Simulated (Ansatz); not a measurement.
Runs of Ansatz 0.2.0 on CuO. The structure is cubic, space group F-43m (No. 216). The conventional cell has a = 4.655 Å, b = 4.655 Å, c = 4.655 Å, α = 90.00°, β = 90.00°, γ = 90.00°. Cu (site symmetry -43m) has 4 O at 2.02 Å as nearest neighbours. O (site symmetry -43m) has 4 Cu at 2.02 Å as nearest neighbours. Measurements of this composition are mostly on another form, of space group No. 15.

| task | level | cutoff (eV) | points for each segment of the path | gap on the mesh (eV) | pressure (GPa) |
| --- | --- | --- | --- | --- | --- |
| band structure | PBE | 420 | 14 | none | -9.5 |
| band structure | BLYP | 420 | 14 | none | -5.1 |
| single point | PBE0 | 420 | - | none | (a) |
| band structure | HSE06 | 420 | 4 | none | -13.2 |
| band structure | revPBE | 420 | 14 | none | -6.3 |
| band structure | PBEsol | 420 | 14 | none | (b) |
| band structure | RPBE | 420 | 14 | none | -5.1 |
| band structure | r2SCAN | 500 | 14 | none | -14.8 |

Alike in all rows: potentials or basis Ansatz PAW; no spin polarisation; cell as given; k mesh 6 × 6 × 6; smearing fermi-dirac 0.05 eV; the mesh is coarse, so values aren't converged.

Estimate the missing entries.

(a) -13.7; (b) -15.5.

Caveats: all runs use coarse meshes; an odd number of electrons without spin polarisation forces a metal; a magnetic or distorted state may lie lower; the run has no spin polarisation, though such a crystal can be magnetic; the PAW data sets come from PBE, with cores solved anew for the run's functional, which leaves a small shift of forces and pressure (some runs); semilocal functionals often make such compounds metallic where correlation or magnetic order opens a gap, which also shifts bond lengths (some runs); the thresholds are loose for stress (some runs).

A gap of «none» marks a metal or a gap under the smearing width.
